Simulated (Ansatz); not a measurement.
# Cl (simple hexagonal type): how the settings move a single-point run

Aim: see which settings change the result for Cl (simple hexagonal type), by how much, and at what cost.

Program: Ansatz 0.2.0. Level of theory: reference: DFT, PBE, PAW with Ansatz's default frozen-core files, scalar-relativistic. These are calculated values, not measurements.

## Step 1: Starting point

It takes space group P6/mmm (No. 191, hexagonal). The conventional cell has a = 3.622 Å, b = 3.622 Å, c = 2.300 Å, α = 90.00°, β = 90.00°, γ = 120.00°. Cl (site symmetry 6/mmm) is surrounded by 2 Cl at 2.30 Å.

As a file:

```xyz
1
Lattice="3.6218 0.0000 0.0000 -1.8109 3.1366 0.0000 0.0000 0.0000 2.3002" Properties=species:S:1:pos:R:3 pbc="T T T"
Cl    0.0000    0.0000    0.0000
```

## Step 2: Baseline

Input file input.yaml:

```yaml
crystal:
  lattice:
    - [3.6218384669, 0.0, 0.0]
    - [-1.8109192334, 3.1366041207, 0.0]
    - [0.0, 0.0, 2.3002484202]
  atoms:
    - { symbol: Cl, position: [0.0, 0.0, 0.0] }
kpoints:
  mp_grid: { grid: [14, 14, 13] }
scf:
  occupations: { method: fermi_dirac, width: 0.1 }
hamiltonian:
  xc: pbe
  pseudopotentials: { kind: paw }
output:
  forces: true
  stress: true
  eigenvalues: true
  populations: true
  write_density: true
  write_potential: true
  elf: true
  volumetric_format: npy
```

On the command line:

```console
$ ansatz run input.yaml --threads 1 --pin off --max-ram 2048MiB --backend cpu --events-out ev --progress --plain --runs-dir out
```

## Step 3: Changed: chi_scale 0.0

input.yaml, as its differences from that of step 2:

```diff
@@ -11,2 +11,3 @@
   occupations: { method: fermi_dirac, width: 0.1 }
+  initial_density: { chi_scale: 0.0 }
 hamiltonian:
@@ -19,5 +20 @@
   populations: true
-  write_density: true
-  write_potential: true
-  elf: true
-  volumetric_format: npy
```

Q: Predict the outcome of this session. Wanted: for each run, ending; energy change; pressure; gap; force.

The runs gave:

| run | ending | energy change | pressure (GPa) | gap (eV) | force (eV/Å) | cycles | time |
| --- | --- | --- | --- | --- | --- | --- | --- |
| reference | converged | 0 | 1.1 | 0.00 | 0.00 | 6 | 2.8 s |
| 1: chi_scale 0.0 | converged | 0.0 meV/atom | 1.1 | 0.00 | 0.00 | 6 | 2.8 s |

Times don't compare one to one where runs were asked for different outputs or read a saved state (see the inputs); cycles may leave out searches for a lower state.

Residual by cycle in the longest SCF loop of each run; runs are numbered as in the table. The quantity is the density residual dr2, in eV.

| cycle | reference | run 1 |
| --- | --- | --- |
| 1 | 0.0104 | 0.168 |
| 2 | 6.0e-4 | 0.053 |
| 3 | 2.1e-6 | 1.8e-4 |
| 4 | 6.4e-8 | 1.7e-5 |
| 5 | 7.5e-10 | 2.3e-7 |
| 6 | 2.8e-12 | 1.4e-9 |

**Reading.** Energy and cycle count are those of the reference, so the change (start) left the result and the number of cycles as they were.
